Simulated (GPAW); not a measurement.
The system is Ti3Si.

```
CELL_PARAMETERS angstrom
0.00000 3.14436 3.14436
3.14436 0.00000 3.14436
3.14436 3.14436 0.00000
ATOMIC_POSITIONS crystal
Ti 0.00000 0.00000 0.00000
Ti 0.25000 0.25000 0.25000
Ti 0.75000 0.75000 0.75000
Si 0.50000 0.50000 0.50000
```

The cell comes from a database or a generator and needn't be the stable form of this composition.

* Program: GPAW 26.7.0
* Task: relaxation of cell and atoms
* Functional: PBEsol
* Dispersion: D4
* Potentials or basis: PAW data sets generated in the run's folder for this functional
* Cutoff: 600 eV
* Basis: pw
* k mesh: 7 × 7 × 7
* Occupations: fermi-dirac, width 0.05 eV
* Spin: no spin polarisation

At the start: pressure -6.7 GPa; volume 15.54 Å³/atom.

Question: How do energy, volume and symmetry change on relaxing?

Answer: Over 4 steps the energy falls by 13.4 meV/atom and the volume is 14.79 Å³/atom (-4.9 %); space group Fm-3m (No. 225, to 0.05 Å).

Step by step:
| step | energy change (eV) | largest force (eV/Å) | pressure (GPa) | volume (Å³) |
| --- | --- | --- | --- | --- |
| 1 | 0.0000 | 0.0000 | -6.73 | 62.18 |
| 2 | -0.0154 | 0.0000 | -5.87 | 61.74 |
| 3 | -0.0524 | 0.0000 | 0.33 | 59.01 |
| 4 | -0.0534 | 0.0000 | -0.01 | 59.14 |

Final structure:
```
CELL_PARAMETERS angstrom
0.00000 3.09236 3.09236
3.09236 0.00000 3.09236
3.09236 3.09236 0.00000
ATOMIC_POSITIONS crystal
Ti 0.00000 0.00000 0.00000
Ti 0.25000 0.25000 0.25000
Ti 0.75000 0.75000 0.75000
Si 0.50000 0.50000 0.50000
```

Caveat: later steps reuse the first step's grids; pairwise dispersion overbinds metals, which lowers pressure and volume.
